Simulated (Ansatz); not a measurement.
Response of AlRu to small distortions

```yaml
crystal:
  lattice:
    - [2.99160, 0.00000, 0.00000]
    - [0.00000, 2.99160, 0.00000]
    - [0.00000, 0.00000, 2.99160]
  atoms:
    - { symbol: Al, position: [0.00000, 0.00000, 0.00000] }
    - { symbol: Ru, position: [0.50000, 0.50000, 0.50000] }
```

Atom numbers follow the list: Al1, Ru2.

The cell is COD entry 1527371, as deposited and not checked against the literature; nothing was relaxed.

Spin polarisation is left out, and whether a magnetic state lies lower isn't shown here.

All numbers below come from DFT, PBE, PAW with Ansatz's default frozen-core files, scalar-relativistic (Ansatz 0.2.0).

The runs use a Γ-centred 12×12×12 k mesh, Fermi–Dirac smearing of 0.05 eV, cutoff 420 eV, no spin polarisation.

The unchanged cell is at 2.48 GPa.

In a metal, stresses and small energies carry noise from the k mesh.

x, y and z are the Cartesian axes of the cell as listed; fractional coordinates follow a strain, and an engineering shear is twice the off-diagonal strain component.

Task: One change gave: energy change +1.1 meV/atom; stress change (xx, yy, zz, yz, xz, xy) 0.92, 0.92, -1.77, 0.00, 0.00, 0.00 GPa, compression positive. Which change was it?
A. z strained by +1 % at fixed volume
B. z strained by -3 % at fixed volume
C. atom 1 (Al) moved by (0.1155, 0.1155, 0.1155) Å

Result: A. For z strained by -3 % at fixed volume: energy change +10.7 meV/atom; stress change (xx, yy, zz, yz, xz, xy) -2.60, -2.60, 5.96, 0.00, 0.00, 0.00 GPa, compression positive. For atom 1 (Al) moved by (0.1155, 0.1155, 0.1155) Å: energy change +80.8 meV/atom; stress change (xx, yy, zz, yz, xz, xy) 3.11, 3.11, 3.11, 2.16, 2.16, 2.16 GPa, compression positive; change of the force on Al1 (-0.968, -0.968, -0.968) eV/Å.

Task: What force constant does this one finite step give for Al1 along its displacement (all its periodic images move with it)?

Result: k = −ΔF·u/|u|² = 8.39 eV/Å², so the force pulls the atom back.
